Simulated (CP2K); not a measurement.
# Si (I4/mmm) in CP2K: relaxation of cell and atoms with LDA

Aim: the relaxation of cell and atoms of Si with LDA.

All numbers are computed with CP2K 2026.2; they aren't measurements. Logs are shortened: lines on timing, memory, paths and dates and some standing lists are left out, and cuts for length are marked.

### 1 The structure

The structure is tetragonal, space group I4/mmm (No. 139). Conventional cell: a = 3.254 Å, b = 3.254 Å, c = 2.641 Å, α = 90.00°, β = 90.00°, γ = 90.00°. Si (site symmetry 4/mmm) is surrounded by 10 Si at 2.64 to 2.65 Å.

This isn't the form of Si at room conditions, which is diamond.

### 2 Relaxation of cell and atoms, LDA

Contents of si_vcrelax.inp:

```
&GLOBAL
  PROJECT si_vcrelax
  RUN_TYPE CELL_OPT
  PRINT_LEVEL LOW
&END GLOBAL
&FORCE_EVAL
  METHOD QS
  STRESS_TENSOR ANALYTICAL
  &DFT
    BASIS_SET_FILE_NAME BASIS_MOLOPT_UZH
    POTENTIAL_FILE_NAME GTH_POTENTIALS
    &MGRID
      CUTOFF 450
      REL_CUTOFF 60
      NGRIDS 5
    &END MGRID
    &QS
      METHOD GPW
      EPS_DEFAULT 1.0E-9
      EXTRAPOLATION USE_PREV_P
    &END QS
    &KPOINTS
      SCHEME MONKHORST-PACK 10 10 10
      GAMMA_CENTERED T
    &END KPOINTS
    &SCF
      SCF_GUESS ATOMIC
      EPS_SCF 1.0E-6
      MAX_SCF 100
      ADDED_MOS 8
      CHOLESKY OFF
      EPS_EIGVAL 1.0E-7
      &DIAGONALIZATION ON
        ALGORITHM STANDARD
      &END DIAGONALIZATION
      &MIXING ON
        METHOD BROYDEN_MIXING
        ALPHA 0.4
        BETA 1.5
        NBUFFER 8
      &END MIXING
      &SMEAR ON
        METHOD FERMI_DIRAC
        ELECTRONIC_TEMPERATURE [K] 580.226
      &END SMEAR
    &END SCF
    &XC
      &XC_FUNCTIONAL
        &LDA_X
        &END LDA_X
        &LDA_C_PW
        &END LDA_C_PW
      &END XC_FUNCTIONAL
    &END XC
    &PRINT
      &KPOINTS ON
      &END KPOINTS
      &MULLIKEN ON
        &EACH
          CELL_OPT 0
        &END EACH
        ADD_LAST NUMERIC
      &END MULLIKEN
      &MO ON
        ENERGIES T
        OCCUPATION_NUMBERS T
        &EACH
          QS_SCF 0
          CELL_OPT 0
        &END EACH
        ADD_LAST NUMERIC
      &END MO
    &END PRINT
  &END DFT
  &SUBSYS
    &CELL
      ABC 2.6527297811 2.6527297811 2.6527297811
      ALPHA_BETA_GAMMA 104.3432344420 104.3432344421 120.3008019903
      PERIODIC XYZ
    &END CELL
    &COORD
      SCALED
      Si  0.0000000000 0.0000000000 0.0000000000
    &END COORD
    &KIND Si
      BASIS_SET TZVP-MOLOPT-PBE-GTH-q4
      POTENTIAL GTH-PADE-q4
    &END KIND
    &PRINT
      &ATOMIC_COORDINATES ON
      &END ATOMIC_COORDINATES
      &CELL ON
      &END CELL
    &END PRINT
  &END SUBSYS
  &PRINT
    &FORCES ON
    &END FORCES
    &STRESS_TENSOR ON
    &END STRESS_TENSOR
  &END PRINT
&END FORCE_EVAL
&MOTION
  &CELL_OPT
    OPTIMIZER BFGS
    MAX_ITER 40
    MAX_FORCE [eV*angstrom^-1] 0.03
    RMS_FORCE [eV*angstrom^-1] 0.03
    MAX_DR 1.0E-2
    RMS_DR 1.0E-2
    EXTERNAL_PRESSURE [bar] 0.0
    PRESSURE_TOLERANCE [bar] 200
    KEEP_SPACE_GROUP T
  &END CELL_OPT
  &PRINT
    &TRAJECTORY ON
    &END TRAJECTORY
    &CELL ON
    &END CELL
    &FORCES ON
    &END FORCES
    &STRESS ON
    &END STRESS
    &RESTART OFF
    &END RESTART
    &RESTART_HISTORY OFF
    &END RESTART_HISTORY
  &END PRINT
&END MOTION
```

Potentials or basis: GTH_POTENTIALS Si GTH-PADE-q4; TZVP-MOLOPT-PBE-GTH basis.

On the command line:

```sh
> OMP_NUM_THREADS=1 cp2k.psmp -i si_vcrelax.inp -o si_vcrelax.out
```

si_vcrelax.out:

```text

 CP2K| version string:                                       CP2K version 2026.2
 CP2K| Input file name                                            si_vcrelax.inp

 GLOBAL| Force Environment number                                              1
 GLOBAL| Basis set file name                                    BASIS_MOLOPT_UZH
 GLOBAL| Potential file name                                      GTH_POTENTIALS
 GLOBAL| MM Potential file name                                     MM_POTENTIAL
 GLOBAL| Coordinate file name                                      __STD_INPUT__
 GLOBAL| Method name                                                        CP2K
 GLOBAL| Project name                                                 si_vcrelax
 GLOBAL| Run type                                                       CELL_OPT
 GLOBAL| FFT library                                                       FFTW3
 GLOBAL| Diagonalization library                                       ScaLAPACK
[... 5 lines left out ...]
 GLOBAL| Total number of message passing processes                             1
 GLOBAL| Number of threads for this process                                    1
 GLOBAL| CPU model name                                                  UNKNOWN

 CELL| Volume [angstrom^3]:                                            13.978872
 CELL| Vector a [angstrom]:       2.653     0.000     0.000   |a| =     2.652730
 CELL| Vector b [angstrom]:      -1.338     2.290     0.000   |b| =     2.652730
 CELL| Vector c [angstrom]:      -0.657    -1.145     2.301   |c| =     2.652730
 CELL| Angle (b,c), alpha [degree]:                                   104.343234
 CELL| Angle (a,c), beta  [degree]:                                   104.343234
 CELL| Angle (a,b), gamma [degree]:                                   120.300802
 CELL| Numerically orthorhombic:                                              NO
 CELL| Periodicity                                                           XYZ

 CELL_REF| Volume [angstrom^3]:                                        13.978872
 CELL_REF| Vector a [angstrom     2.653     0.000     0.000   |a| =     2.652730
 CELL_REF| Vector b [angstrom    -1.338     2.290     0.000   |b| =     2.652730
 CELL_REF| Vector c [angstrom    -0.657    -1.145     2.301   |c| =     2.652730
 CELL_REF| Angle (b,c), alpha [degree]:                               104.343234
 CELL_REF| Angle (a,c), beta  [degree]:                               104.343234
 CELL_REF| Angle (a,b), gamma [degree]:                               120.300802
 CELL_REF| Numerically orthorhombic:                                          NO
 CELL_REF| Periodicity                                                       XYZ
[... 9 lines left out ...]
 TOTAL NUMBERS AND MAXIMUM NUMBERS

  Total number of            - Atomic kinds:                                   1
                             - Atoms:                                          1
                             - Shell sets:                                     1
                             - Shells:                                         7
                             - Primitive Cartesian functions:                  4
                             - Cartesian basis functions:                     18
                             - Spherical basis functions:                     17

  Maximum angular momentum of- Orbital basis functions:                        2
                             - Local part of the GTH pseudopotential:          0
                             - Non-local part of the GTH pseudopotential:      2

 MODULE QUICKSTEP: ATOMIC COORDINATES IN ANGSTROM

   Atom Kind Element         X             Y             Z       Z(eff)     Mass
      1    1 Si   14      0.000000      0.000000      0.000000   4.0000  28.0855

 SCF PARAMETERS         Density guess:                                    ATOMIC
                        --------------------------------------------------------
                        max_scf:                                             100
[... 7 lines left out ...]
                        --------------------------------------------------------
                        level_shift [a.u.]:                             0.000000
                        added MOs                                         8    0
                        --------------------------------------------------------
                        Mixing method:                            BROYDEN_MIXING
[... 11 lines left out ...]
 *******************************************************************************
 BRILLOUIN| K-point scheme                                        Monkhorst-Pack
 BRILLOUIN| K-Point grid                                            10   10   10
 BRILLOUIN| Gamma-centered k-point mesh                                     ON
 BRILLOUIN| K-point symmetry accuracy                               0.100000E-05
 BRILLOUIN| K-Point point group symmetrization                               OFF
[... 1016 lines left out ...]
 OPT| Internal pressure [bar]                                    1527.9973582885
 OPT| Effective energy change [hartree]                             0.0000000474
 OPT| Predicted energy change [hartree]                            -0.0000003432
 OPT| Scaling factor                                                0.0000000000
 OPT| Step size                                                     0.0027301709
 OPT| Trust radius                                                  0.4724315332
 OPT| Decrease in energy                                                      NO
 OPT|
 OPT| Maximum step size                                             0.0027301709
 OPT| Convergence limit for maximum step size                       0.0100000000
 OPT| Maximum step size is converged                                         YES
 OPT|
 OPT| RMS step size                                                 0.0010980428
 OPT| Convergence limit for RMS step size                           0.0100000000
 OPT| RMS step size is converged                                             YES
 OPT|
 OPT| Maximum gradient                                              0.0001257185
 OPT| Convergence limit for maximum gradient                        0.0005834072
 OPT| Maximum gradient is converged                                          YES
 OPT|
 OPT| RMS gradient                                                  0.0000636827
 OPT| Convergence limit for RMS gradient                            0.0005834072
 OPT| RMS gradient is converged                                              YES
 OPT|
[... 96 lines left out ...]
 OPT| **************************************************************************
 OPT| Step number                                                              8
 OPT| Optimization method                                                   BFGS
 OPT| Total energy [hartree]                                       -3.9492019249
 OPT| Internal pressure [bar]                                     477.2873341841
 OPT| Effective energy change [hartree]                             0.0000000543
 OPT| Predicted energy change [hartree]                            -0.0000002344
 OPT| Scaling factor                                                0.0000000000
 OPT| Step size                                                     0.0022892986
 OPT| Trust radius                                                  0.4724315332
 OPT| Decrease in energy                                                      NO
 OPT|
 OPT| Maximum step size                                             0.0022892986
 OPT| Convergence limit for maximum step size                       0.0100000000
 OPT| Maximum step size is converged                                         YES
 OPT|
 OPT| RMS step size                                                 0.0009587832
 OPT| Convergence limit for RMS step size                           0.0100000000
 OPT| RMS step size is converged                                             YES
 OPT|
 OPT| Maximum gradient                                              0.0000616567
 OPT| Convergence limit for maximum gradient                        0.0005834072
 OPT| Maximum gradient is converged                                          YES
 OPT|
 OPT| RMS gradient                                                  0.0000263928
 OPT| Convergence limit for RMS gradient                            0.0005834072
 OPT| RMS gradient is converged                                              YES
 OPT|
[... 110 lines left out ...]
 OPT|
 OPT| RMS step size                                                 0.0003652410
 OPT| Convergence limit for RMS step size                           0.0100000000
 OPT| RMS step size is converged                                             YES
 OPT|
 OPT| Maximum gradient                                              0.0000106786
 OPT| Convergence limit for maximum gradient                        0.0005834072
 OPT| Maximum gradient is converged                                          YES
 OPT|
 OPT| RMS gradient                                                  0.0000049443
 OPT| Convergence limit for RMS gradient                            0.0005834072
 OPT| RMS gradient is converged                                              YES
 OPT|
 OPT| Pressure deviation [bar]                                     35.4583857289
 OPT| Pressure tolerance [bar]                                    200.0000000000
 OPT| Pressure is converged                                                  YES
 OPT| **************************************************************************

 *******************************************************************************
 ***                    GEOMETRY OPTIMIZATION COMPLETED                      ***
 *******************************************************************************

 write_final_structure: Optimization converged, writing XYZ file gladly:
  si_vcrelax-FINAL-1_9.xyz

 write_final_structure: Optimization converged, writing CIF file gladly:
  si_vcrelax-FINAL-1_9.cif

 write_final_structure: Done!

                    Reevaluating energy at the minimum

 CELL| Volume [angstrom^3]:                                            13.849025
 CELL| Vector a [angstrom]:       2.644     0.000     0.000   |a| =     2.643999
 CELL| Vector b [angstrom]:      -1.350     2.274     0.000   |b| =     2.644054
 CELL| Vector c [angstrom]:      -0.657    -1.145     2.304   |c| =     2.655340
 CELL| Angle (b,c), alpha [degree]:                                   104.152827
 CELL| Angle (a,c), beta  [degree]:                                   104.329238
 CELL| Angle (a,b), gamma [degree]:                                   120.695823
 CELL| Numerically orthorhombic:                                              NO
 CELL| Periodicity                                                           XYZ
[... 256 lines left out ...]
 MO|  Index      Eigenvalue [a.u.]        Eigenvalue [eV]             Occupation
 MO|      1               0.080609               2.193473               2.000000
 MO|      2               0.185670               5.052336               2.000000
 MO|      3               0.379416              10.324431               0.000009
 MO|      4               0.478207              13.012677               0.000000
 MO|      5               0.927759              25.245606               0.000000
 MO|      6               1.053842              28.676494               0.000000
 MO|      7               1.096273              29.831108               0.000000
 MO|      8               1.149487              31.279123               0.000000
 MO|      9               1.218847              33.166519               0.000000
 MO|     10               1.571812              42.771193               0.000000
 MO| Sum:                                                               4.000009
 MO| E(Fermi):            0.356748 a.u.          9.707601 eV
 MO| Band gap:            0.193746 a.u.          5.272095 eV

 [... the levels of further k-points ...]

 !-----------------------------------------------------------------------------!
                     Mulliken Population Analysis

 #  Atom  Element  Kind  Atomic population                           Net charge
       1     Si       1          4.000000                              0.000000
 # Total charge                              4.000000                  0.000000

 !-----------------------------------------------------------------------------!

 ENERGY| Total FORCE_EVAL ( QS ) energy [hartree]             -3.949202070618512
```

It took 4.7 min on 1 thread of Arm Neoverse V1, shared host; peak memory 0.22 GiB.

What came out:

- Free energy: -107.4633 eV
- Relaxed volume: 13.85 Å³/atom
- Relaxed cell: a = 2.644 Å, b = 2.644 Å, c = 2.655 Å, α = 104.15°, β = 104.33°, γ = 120.70°
- Space group after relaxing (to 0.05 Å): I4/mmm (No. 139)
- Energy gained by relaxing: 1.2 meV/atom
- Ionic steps: 11
- Pressure after relaxing: 0.0 GPa
- Band gap on the k mesh: none (metal or under the smearing width)

Stress tensor (GPa, compression positive):
```
 0.32 -0.10  0.29
-0.10  0.03  0.13
 0.29  0.13 -0.35
```

Step by step:
```tsv
step	energy change (eV)	largest force (eV/Å)	volume (Å³)
1	0.0000	0.0000	13.98
2	-0.0001	0.0000	13.97
3	-0.0010	0.0000	13.77
4	-0.0012	0.0000	13.83
5	-0.0012	0.0000	13.82
6	-0.0012	0.0000	13.82
7	-0.0012	0.0000	13.82
8	-0.0012	0.0000	13.83
9	-0.0012	0.0000	13.84
10	-0.0012	0.0000	13.85
11	-0.0012	0.0000	13.85
```

Final structure:
```yaml
crystal:
  lattice:
    - [2.64400, 0.00000, 0.00000]
    - [-1.34974, 2.27359, 0.00000]
    - [-0.65718, -1.14518, 2.30380]
  atoms:
    - { symbol: Si, position: [0.00000, 0.00000, 0.00000] }
```

Levels at points of the mesh, in eV from the Fermi level:
| k point | band 1 | band 2 | band 3 | band 4 | band 5 | band 6 |
| --- | --- | --- | --- | --- | --- | --- |
| (0.00, 0.00, 0.00) | -14.84 | 10.01 | 10.04 | 10.16 | 13.72 | 13.90 |
| (0.00, 0.00, 0.50) | -8.70 | -7.49 | 9.23 | 11.91 | 12.54 | 12.80 |
| (0.00, 0.50, 0.00) | -6.47 | -6.03 | 4.80 | 6.65 | 6.96 | 9.96 |
| (0.00, 0.50, 0.50) | -6.50 | -6.10 | 4.86 | 6.65 | 6.94 | 10.01 |
| (0.50, 0.00, 0.00) | -6.46 | -6.01 | 4.77 | 6.61 | 6.92 | 9.93 |
| (0.50, 0.00, 0.50) | -6.51 | -6.11 | 4.89 | 6.70 | 6.98 | 10.04 |
| (0.50, 0.50, 0.00) | -8.65 | -7.48 | 9.18 | 11.87 | 12.44 | 12.85 |
| (0.50, 0.50, 0.50) | -2.49 | -2.43 | -1.64 | 2.09 | 4.45 | 7.50 |

Caveat: the basis of atomic orbitals isn't converged, which shifts pressures, moduli and gaps.
